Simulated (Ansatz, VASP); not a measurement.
## Two plane-wave programs on Si5Se

```
Si Se
1.0
     0.00000    3.74197    3.74197
     3.74197    0.00000    3.74197
     3.74197    3.74197    0.00000
Si Se
5 1
Direct
  0.37500 0.37500 0.87500
  0.37500 0.87500 0.37500
  0.87500 0.37500 0.37500
  0.37500 0.37500 0.37500
  0.75000 0.75000 0.75000
  0.00000 0.00000 0.00000
```

Change from the starting cell: species swapped into the Be5Au type (F-43m, No. 216).

Alike in both runs: task single point; functional PBE; k mesh 4 × 4 × 4; occupations gaussian, width 0.1 eV; no spin polarisation.

|  | VASP | Ansatz |
| --- | --- | --- |
| version | VASP 6.6.1 | Ansatz 0.2.0 |
| potentials or method | VASP PAW PBE potentials, release 64 (Si, Se) | scalar-relativistic, plane waves, PAW |
| plane-wave cutoff (eV) | 520 | 420 |
| valence electrons in the cell | 26 | 36 |

```tsv
	VASP	Ansatz	Ansatz less VASP
gap on the k mesh at the Fermi level (eV)	none	none	-
pressure (GPa)	-3.5	-3.5	-0.01
rms of the force components (eV/Å)	0.053	0.053	-0.0002
```

A gap of «none» marks a metal or a gap that the smearing closes. The two sets of potentials don't hold the same shells in valence.

Caveats: the k mesh is coarse (spacing up to 0.36 Å⁻¹), so the values aren't converged.
